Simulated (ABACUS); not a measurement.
# BaS (Fm-3m) in ABACUS: reference runs

Reference runs on BaS: the cell as given and a disturbed copy.

Everything below comes from runs of ABACUS 3.10.1. Logs are shortened: lines on timing, memory, paths and dates and some standing lists are left out, and cuts for length are marked.

## Step 1: The structure

The structure is cubic, space group Fm-3m (No. 225). The conventional cell has a = 6.388 Å, b = 6.388 Å, c = 6.388 Å, α = 90.00°, β = 90.00°, γ = 90.00°. Around Ba (site symmetry m-3m) lie 6 S at 3.19 Å. S (site symmetry m-3m) has 6 Ba at 3.19 Å as nearest neighbours.

## Step 2: Single point, PBE

INPUT

```
INPUT_PARAMETERS
suffix              BaS
calculation         scf
basis_type          pw
pseudo_dir          ./
symmetry            1
dft_functional      pbe
ecutwfc             57
pseudo_rcut         10
nspin               1
nbands              12
ks_solver           dav
smearing_method     fd
smearing_sigma      0.00367493
scf_thr             1e-08
scf_nmax            100
mixing_type         broyden
mixing_beta         0.7
cal_force           1
cal_stress          1
kpar                4
```

STRU

```
ATOMIC_SPECIES
Ba 137.3270 Ba.upf
S 32.0600 S.upf

LATTICE_CONSTANT
1.8897261246

LATTICE_VECTORS
0.0000000000 3.1937500000 3.1937500000
3.1937500000 0.0000000000 3.1937500000
3.1937500000 3.1937500000 0.0000000000

ATOMIC_POSITIONS
Direct

Ba
0.0
1
0.0000000000 0.0000000000 0.0000000000 1 1 1

S
0.0
1
0.5000000000 0.5000000000 0.5000000000 1 1 1
```

KPT

```
K_POINTS
0
Gamma
7 7 7 0 0 0
```

Potentials or basis: PseudoDojo NC SR 0.4.1 PBE standard, plane waves.

On the command line:

```sh
> OMP_NUM_THREADS=1 mpirun -np 4 abacus > log
```

running log:

```text
ABACUS v3.10.1

               Atomic-orbital Based Ab-initio Computation at UStc

 ------------------------------------------------------------------------------------

 READING GENERAL INFORMATION
                           global_out_dir = OUT.BaS/
                           global_in_card = INPUT
                               pseudo_dir = ./
                              orbital_dir =
                                    DSIZE = 4
                                    GSIZE = 1

 READING UNITCELL INFORMATION
                                    ntype = 2
                  lattice constant (Bohr) = 1.88973
              lattice constant (Angstrom) = 1

 READING ATOM TYPE 1
                               atom label = Ba
                      L=0, number of zeta = 1
                      L=1, number of zeta = 1
                      L=2, number of zeta = 1
             number of atom for this type = 1

 READING ATOM TYPE 2
                               atom label = S
                      L=0, number of zeta = 1
                      L=1, number of zeta = 1
                      L=2, number of zeta = 1
             number of atom for this type = 1

                        TOTAL ATOM NUMBER = 2
DIRECT COORDINATES
    atom                   x                   y                   z     mag                  vx                  vy                  vz
taud_Ba1            0.0000000000        0.0000000000        0.0000000000  0.0000        0.0000000000        0.0000000000        0.0000000000
taud_S1            0.5000000000        0.5000000000        0.5000000000  0.0000        0.0000000000        0.0000000000        0.0000000000

                          Volume (Bohr^3) = 439.673
                             Volume (A^3) = 65.1527

 Lattice vectors: (Cartesian coordinate: in unit of a_0)
                   +0            +3.19375            +3.19375
             +3.19375                  +0            +3.19375
             +3.19375            +3.19375                  +0
 Reciprocal vectors: (Cartesian coordinate: in unit of 2 pi/a_0)
            -0.156556           +0.156556           +0.156556
            +0.156556           -0.156556           +0.156556
            +0.156556           +0.156556           -0.156556
 The esolver type has been set to : ksdft_pw

                PAO radial cut off (Bohr) = 10

 Read in pseudopotential file is Ba.upf
                     pseudopotential type = NC
          exchange-correlation functional = PBE
                 nonlocal core correction = 1
                        valence electrons = 10
                                     lmax = 2
[... 182 lines left out ...]
                                     npwx = 3209

 Make real space PAO into reciprocal space.
       max mesh points in Pseudopotential = 1001
     dq(describe PAO in reciprocal space) = 0.01
                                    max q = 910

 number of pseudo atomic orbitals for Ba is 3
WARNING: norm of atomic wavefunction # 3 of atomic type Ba is 0.995853, renormalized

 number of pseudo atomic orbitals for S is 2
WARNING: norm of atomic wavefunction # 2 of atomic type S is 0.999996, renormalized

 -------------------------------------------
 SELF-CONSISTENT
 -------------------------------------------
                                 init_chg = atomic

 PW ALGORITHM --------------- ION=   1  ELEC=   1--------------------------------
 Notice: Threshold on eigenvalues was too large.
 hsover_error=0.16 > DRHO=0.138857
 Origin diag ethr = 0.01
 New diag ethr = 0.000867857

 Density error is 0.138498333636
                          Error Threshold = 0.000867856894939
----------------------------------------------------------
     Energy           Rydberg                 eV
----------------------------------------------------------
 E_KohnSham     -78.5229152830       -1068.3590714208
 E_Harris       -77.9447507913       -1060.4927399516
 E_Fermi        0.4390242587         5.9732314785
----------------------------------------------------------
[... 63 lines left out ...]
 Density error is 6.57849076412e-10
                          Error Threshold = 7.40170299483e-11
----------------------------------------------------------
     Energy           Rydberg                 eV
----------------------------------------------------------
 E_KohnSham     -78.5628083643       -1068.9018446367
 E_KS(sigma->0) -78.5628083643       -1068.9018446367
 E_Harris       -78.5627924185       -1068.9016276827
 E_band         -3.7026301579        -50.3768677339
 E_one_elec     -5.4636272373        -74.3364621749
 E_Hartree      9.1992214869         125.1618293858
 E_xc           -19.8070941727       -269.4893415711
 E_Ewald        -62.4913084412       -850.2378702764
 E_entropy(-TS) -0.0000000000        -0.0000000001
 E_descf        0.0000000000         0.0000000000
 E_exx          0.0000000000         0.0000000000
 E_Fermi        0.5220821508         7.1032920754
----------------------------------------------------------

 charge density convergence is achieved
 final etot is -1068.9018446 eV
 EFERMI = 7.1032920754 eV

 STATE ENERGY(eV) AND OCCUPATIONS    NSPIN == 1
 1/5 kpoint (Cartesian) = 0.0000 0.0000 0.0000 (3143 pws)
       1       -20.1605     0.00583090
       2       -5.20165     0.00583090
       3       -5.20165     0.00583090
       4       -5.20165     0.00583090
       5       -4.43888     0.00583090
       6        5.89361     0.00583090
       7        5.89361     0.00583090
       8        5.89361     0.00583090
       9        9.51969    5.98604e-24
      10        9.79994    2.20261e-26
      11        9.79994    2.20261e-26
      12        9.79994    2.20261e-26
[... 43 lines left out ...]
 5/5 kpoint (Cartesian) = 0.0000 0.0000 0.044730 (3195 pws)
       1       -20.1494      0.0349854
       2       -5.57605      0.0349854
       3       -5.23799      0.0349854
       4       -5.23799      0.0349854
       5       -4.01589      0.0349854
       6        5.05685      0.0349854
       7        5.80363      0.0349854
       8        5.80363      0.0349854
       9        9.31381    2.20567e-21
      10        10.0637    6.75658e-28
      11        10.4852    1.47635e-31
      12        10.4852    1.47635e-31

------------------------------------------------------------------------------------------
 TOTAL-FORCE (eV/Angstrom)
------------------------------------------------------------------------------------------
                       Ba1         0.0000000000         0.0000000000         0.0000000000
                        S1         0.0000000000         0.0000000000         0.0000000000
------------------------------------------------------------------------------------------

----------------------------------------------------------------
 TOTAL-STRESS (KBAR)
----------------------------------------------------------------
        11.1309242731        -0.0000000000        -0.0000000000
        -0.0000000000        11.1309242731         0.0000000000
        -0.0000000000         0.0000000000        11.1309242731
----------------------------------------------------------------
 TOTAL-PRESSURE: 11.130924 KBAR

 --------------------------------------------
 !FINAL_ETOT_IS -1068.9018446367135766 eV
 --------------------------------------------
```

Run time: 4.6 s. Hardware: 4 MPI ranks of Intel Xeon Platinum 8488C (Sapphire Rapids), shared host; peak memory 0.32 GiB.

What came out:

```
Free energy            : -1068.9018 eV
Pressure               : 1.1 GPa
Band gap on the k mesh : 2.21 eV, indirect (least direct gap 2.34 eV)
```

Levels at points of the mesh, in eV from the valence-band top:
```csv
k point,band 5,band 6,band 7,band 8,band 9,band 10,band 11,band 12
"(0.00, 0.00, 0.00)",-10.33,0.00,0.00,0.00,3.63,3.91,3.91,3.91
```

Caveat: this release of the barium file is off; spin-orbit coupling is left out, which moves the levels of the heavy elements; an odd mesh through Γ misses points on the zone boundary, where band edges often lie.

## Step 3: Single point, PBE (atoms moved at random, drawn with an rms of 0.05 Å)

INPUT is that of step 2.

STRU: that of step 2 with these lines changed.

```diff
@@ -18,3 +18,3 @@
 1
-0.0000000000 0.0000000000 0.0000000000 1 1 1
+-0.0008700000 0.0093810000 0.0064900000 1 1 1
 
@@ -23,2 +23,2 @@
 1
-0.5000000000 0.5000000000 0.5000000000 1 1 1
+0.5034260000 0.4980180000 0.4999670000 1 1 1
```

KPT is that of step 2.

Potentials or basis: PseudoDojo NC SR 0.4.1 PBE standard, plane waves.

On the command line:

```sh
> OMP_NUM_THREADS=1 mpirun -np 4 abacus > log
```

running log:

```text
ABACUS v3.10.1

               Atomic-orbital Based Ab-initio Computation at UStc

 ------------------------------------------------------------------------------------

 READING GENERAL INFORMATION
                           global_out_dir = OUT.BaS/
                           global_in_card = INPUT
                               pseudo_dir = ./
                              orbital_dir =
                                    DSIZE = 4
                                    GSIZE = 1

 READING UNITCELL INFORMATION
                                    ntype = 2
                  lattice constant (Bohr) = 1.88973
              lattice constant (Angstrom) = 1

 READING ATOM TYPE 1
                               atom label = Ba
                      L=0, number of zeta = 1
                      L=1, number of zeta = 1
                      L=2, number of zeta = 1
             number of atom for this type = 1

 READING ATOM TYPE 2
                               atom label = S
                      L=0, number of zeta = 1
                      L=1, number of zeta = 1
                      L=2, number of zeta = 1
             number of atom for this type = 1

                        TOTAL ATOM NUMBER = 2
DIRECT COORDINATES
    atom                   x                   y                   z     mag                  vx                  vy                  vz
taud_Ba1            0.9991300000        0.0093810000        0.0064900000  0.0000        0.0000000000        0.0000000000        0.0000000000
taud_S1            0.5034260000        0.4980180000        0.4999670000  0.0000        0.0000000000        0.0000000000        0.0000000000

                          Volume (Bohr^3) = 439.673
                             Volume (A^3) = 65.1527

 Lattice vectors: (Cartesian coordinate: in unit of a_0)
                   +0            +3.19375            +3.19375
             +3.19375                  +0            +3.19375
             +3.19375            +3.19375                  +0
 Reciprocal vectors: (Cartesian coordinate: in unit of 2 pi/a_0)
            -0.156556           +0.156556           +0.156556
[... 231 lines left out ...]
----------------------------------------------------------
     Energy           Rydberg                 eV
----------------------------------------------------------
 E_KohnSham     -78.5226321058       -1068.3552185967
 E_Harris       -77.9420611207       -1060.4561451051
 E_Fermi        0.4919069345         6.6927371955
----------------------------------------------------------
[... 63 lines left out ...]
 Density error is 1.52259099523e-09
                          Error Threshold = 6.93456456313e-11
----------------------------------------------------------
     Energy           Rydberg                 eV
----------------------------------------------------------
 E_KohnSham     -78.5625241052       -1068.8979770926
 E_KS(sigma->0) -78.5625241052       -1068.8979770925
 E_Harris       -78.5624458319       -1068.8969121301
 E_band         -3.7028661403        -50.3800784396
 E_one_elec     -5.4781158437        -74.5335897788
 E_Hartree      9.2067922823         125.2648353417
 E_xc           -19.8076996123       -269.4975789995
 E_Ewald        -62.4835009314       -850.1316436560
 E_entropy(-TS) -0.0000000000        -0.0000000001
 E_descf        0.0000000000         0.0000000000
 E_exx          0.0000000000         0.0000000000
 E_Fermi        0.5220682879         7.1031034602
----------------------------------------------------------

 charge density convergence is achieved
 final etot is -1068.8979771 eV
 EFERMI = 7.1031034602 eV

 STATE ENERGY(eV) AND OCCUPATIONS    NSPIN == 1
 1/43 kpoint (Cartesian) = 0.0000 0.0000 0.0000 (3143 pws)
       1       -20.1592     0.00583090
       2       -5.20754     0.00583090
       3       -5.20086     0.00583090
       4       -5.20052     0.00583090
       5       -4.43398     0.00583090
       6        5.88629     0.00583090
       7        5.88646     0.00583090
       8        5.88747     0.00583090
       9        9.51797    6.17302e-24
      10        9.80051    2.16957e-26
      11        9.80821    1.85967e-26
      12        9.81081    1.76552e-26
[... 57 lines left out ...]
 6/43 kpoint (Cartesian) = 0.0000 0.0000 0.044730 (3195 pws)
       1       -20.1482      0.0116618
       2       -5.57832      0.0116618
       3       -5.23865      0.0116618
       4       -5.23684      0.0116618
       5       -4.01349      0.0116618
       6        5.05377      0.0116618
       7        5.79609      0.0116618
       8        5.80112      0.0116618
       9        9.32123    6.31541e-22
      10        10.0630    2.27641e-28
      11        10.4708    6.53883e-32
      12        10.4884    4.59578e-32

[... levels at 37 further k points ...]

------------------------------------------------------------------------------------------
 TOTAL-FORCE (eV/Angstrom)
------------------------------------------------------------------------------------------
                       Ba1        -0.1164438159        -0.0142378363        -0.0452953528
                        S1         0.1164438159         0.0142378363         0.0452953528
------------------------------------------------------------------------------------------

----------------------------------------------------------------
 TOTAL-STRESS (KBAR)
----------------------------------------------------------------
        12.4235687493        -0.0342465217        -0.1088877707
        -0.0342465217        10.9762587997        -0.0134661009
        -0.1088877707        -0.0134661009        11.1825974216
----------------------------------------------------------------
 TOTAL-PRESSURE: 11.527475 KBAR

 --------------------------------------------
 !FINAL_ETOT_IS -1068.8979770925823232 eV
 --------------------------------------------
```

stdout:

```text
ABACUS
v3.10.1

               Atomic-orbital Based Ab-initio Computation at UStc

[... 34 lines left out ...]
----------------------------------------------------------------
 TOTAL-STRESS (KBAR)
----------------------------------------------------------------
        12.4235687493        -0.0342465217        -0.1088877707
        -0.0342465217        10.9762587997        -0.0134661009
        -0.1088877707        -0.0134661009        11.1825974216
----------------------------------------------------------------
 TOTAL-PRESSURE: 11.527475 KBAR
```

Wall time 30 s (4 MPI ranks of Intel Xeon Platinum 8488C (Sapphire Rapids), shared host); peak memory 0.44 GiB.

Results:

```yaml
Free_energy: -1068.8980 eV
Pressure: 1.2 GPa
Largest_force: 0.126 eV/Å
Band_gap_on_the_k_mesh: 2.21 eV, indirect (least direct gap 2.34 eV)
```

Forces on the atoms (eV/Å):
```
Ba  -0.116 -0.014 -0.045
S    0.116  0.014  0.045
```

Caveat: this release of the barium file is off; spin-orbit coupling is left out, which moves the levels of the heavy elements; an odd mesh through Γ misses points on the zone boundary, where band edges often lie.
